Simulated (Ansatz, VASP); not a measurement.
# LiF: VASP beside Ansatz

Contents of INCAR:

```
SYSTEM = LiF
ALGO = Normal ; EDIFF = 1E-7
ENCUT = 520 ; GGA = PE
ISIF = 2 ; ISMEAR = 0
LASPH = .TRUE. ; LCHARG = .TRUE.
LELF = .TRUE. ; LREAL = .FALSE.
LVHAR = .TRUE. ; LWAVE = .FALSE.
NBANDS = 12 ; NELM = 100
PREC = Accurate ; SIGMA = 0.05
```

Contents of KPOINTS:

```
k-points
0
G
  12 12 12
  0 0 0
```

The input POSCAR:

```
LiF
1.0
    0.4909218472      2.2869773857      2.2869773857
    2.2869773857      0.4909218472      2.2869773857
    2.2869773857      2.2869773857      0.4909218472
Li F
1 1
Direct
    0.0000000000      0.0000000000      0.0000000000
    0.5000000000      0.5000000000      0.5000000000
```

Input for Ansatz:

```yaml
crystal:
  lattice:
    - [0.4909218472, 2.2869773857, 2.2869773857]
    - [2.2869773857, 0.4909218472, 2.2869773857]
    - [2.2869773857, 2.2869773857, 0.4909218472]
  atoms:
    - { symbol: Li, position: [0.0, 0.0, 0.0] }
    - { symbol: F, position: [0.5, 0.5, 0.5] }
basis:
  ecutwfc: 420
kpoints:
  mp_grid: { grid: [12, 12, 12] }
hamiltonian:
  xc: pbe
scf:
  occupations: { method: gaussian, width: 0.05 }
output:
  forces: true
  stress: true
  eigenvalues: true
```

Alike in both runs: task single point; functional PBE; k mesh 12 × 12 × 12; occupations gaussian, width 0.05 eV; no spin polarisation.

```csv
,VASP,Ansatz
version,VASP 6.6.1,Ansatz 0.2.0
potentials or method,"VASP PAW PBE potentials, release 64 (Li_sv, F)","scalar-relativistic, plane waves, PAW"
plane-wave cutoff (eV),520,420
valence electrons in the cell,10,10
```

Ansatz gave:

```
gap on the k mesh at the Fermi level (eV) : 6.95
least direct gap on the mesh (eV)         : 6.95
```

Q: What did VASP give for the same quantities?

A: gap on the k mesh at the Fermi level (eV): 6.96; least direct gap on the mesh (eV): 6.96.

 A k mesh can miss the band edges. PBE gaps usually lie below the measured ones, often by a third to a half.
